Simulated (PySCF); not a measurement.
Write a Python script for PySCF 2.14.0 that does the following.

```
Task                                       : density of states
Functional                                 : PBE
Potentials or basis                        : DZVP-MOLOPT-SR/GTH-PBE (potentials made for PBE)
k mesh                                     : 10 × 10 × 6
Occupations                                : fermi-dirac, width 0.05 eV
Spin                                       : no spin polarisation
Symmetry                                   : yes
Density cutoff                             : 112 Ha
Exponents discarded below (exp_to_discard) : 0.02 1/bohr^2
Potentials                                 : Ge GTH-PBE-q4
Gaussian width of the DOS                  : 0.15 eV
conv_tol                                   : 1e-07 Ha
max_cycle                                  : 60
Coulomb method                             : multigrid
```

The structure of Ge lies in Ge.xyz:

```xyz
2
Lattice="1.4880529250 -2.5946896100 0.0000000000 1.4880529250 2.5946896100 0.0000000000 0.0000000000 0.0000000000 4.7275957900" Properties=species:S:1:pos:R:3 pbc="T T T"
Ge     1.4880529250      0.8643085973      1.1818989475
Ge     1.4880529250     -0.8643085973      3.5456968425
```

This isn't the form of Ge at room conditions, which is diamond.

One way to write it, as run:

run.py

```python
import json
import numpy as np
from pyscf.pbc import gto, scf, dft, df

cell = gto.Cell()
cell.basis = 'DZVP-MOLOPT-SR-GTH-q4'
cell.pseudo = 'GTH-PBE-q4'
cell.fromfile('Ge.xyz')
cell.ke_cutoff = 112  # hartree
cell.exp_to_discard = 0.02
cell.precision = 1e-08
cell.space_group_symmetry = True
cell.symmorphic = False
cell.max_memory = 5880  # MB
cell.verbose = 4
cell.build()

res = {}
kpts = cell.make_kpts([10, 10, 6], space_group_symmetry=True, time_reversal_symmetry=True)
cell.space_group_symmetry = False  # the mesh holds the operations; no search on the supercells of the integral code
mf = dft.KRKS(cell, kpts, xc='pbe')
mf = mf.multigrid_numint()
mf = mf.smearing(sigma=0.00183747, method='fermi')  # hartree
mf.conv_tol = 1e-07
mf.max_cycle = 60

mf.kernel()
res.update(converged=bool(mf.converged), e_tot=mf.e_tot, nelec=cell.nelectron, nao=cell.nao, mesh=list(map(int, cell.mesh)), a=cell.lattice_vectors().tolist(), coords=cell.atom_coords().tolist(),
           mo_energy=[np.real(x).tolist() for x in mf.mo_energy], mo_occ=[np.real(x).tolist() for x in mf.mo_occ])
res.update(e_free=mf.e_free, e_zero=mf.e_zero)
res.update(kpts=kpts.kpts_scaled_ibz.tolist(), weights=kpts.weights_ibz.tolist())
res['parts'] = {k: float(np.real(v)) for k, v in mf.scf_summary.items() if np.isscalar(v)}
json.dump(res, open('results.json', 'w'))
if not mf.converged:
    raise SystemExit('SCF not converged')

print('levels (eV)')
for i, kp in enumerate(res['kpts'][:40]):
    print('k %7.4f %7.4f %7.4f  ' % tuple(kp), ' '.join('%.3f' % (x * 27.211386) for x in res['mo_energy'][i][:9]))

mf = mf.to_khf()  # unfold to the whole mesh
kpts = mf.kpts
# Mulliken populations
dm, s = np.asarray(mf.make_rdm1()), np.asarray(mf.get_ovlp())
sites = cell.aoslice_by_atom()[:, 2:]
tot = np.einsum('kij,kji->i', dm, s).real / len(kpts)
res['mulliken'] = [cell.atom_charge(i) - tot[a0:a1].sum() for i, (a0, a1) in enumerate(sites)]
print('Mulliken charges', np.round(res['mulliken'], 5))

# density of states, Gaussians of 0.15 eV
e = np.asarray(mf.mo_energy).real.reshape(1, -1) * 27.211386
ef = mf.get_fermi()
ef = np.max(ef) * 27.211386
x = np.arange(-15, 10.01, 0.1) + round(ef, 1)
dos = np.exp(-((x[:, None, None] - e) / 0.15) ** 2 / 2).sum(-1).T / (0.15 * np.sqrt(2 * np.pi) * len(kpts)) * 2
res.update(dos_e=x.tolist(), dos=dos.tolist())
for a, b in zip(x[::5], dos.T[::5]):
    print('%8.2f' % a, ' '.join('%9.4f' % y for y in b))

# density on a uniform mesh
grids = dft.gen_grid.UniformGrids(cell)
grids.mesh = [17, 17, 25]
grids.build()
ni = dft.numint.KNumInt()
rho = [ni.get_rho(cell, x, grids, kpts) for x in [dm]]
np.save('rho.npy', np.reshape(rho, (-1, *grids.mesh)))
res['done'] = True
json.dump(res, open('results.json', 'w'))
```

Potentials or basis: DZVP-MOLOPT-SR/GTH-PBE (potentials made for PBE).

Run with:

```bash
$ OMP_NUM_THREADS=4 python -u run.py > log
```

It gave:

```json
{
 "Band gap on the k mesh": "none (metal or under the smearing width)"
}
```

Caveat: the basis of atomic orbitals isn't converged, which shifts pressures, moduli and gaps.

Wall time 86 s on 4 threads of Arm Neoverse V1 (shared host), peak memory 3.4 GiB.
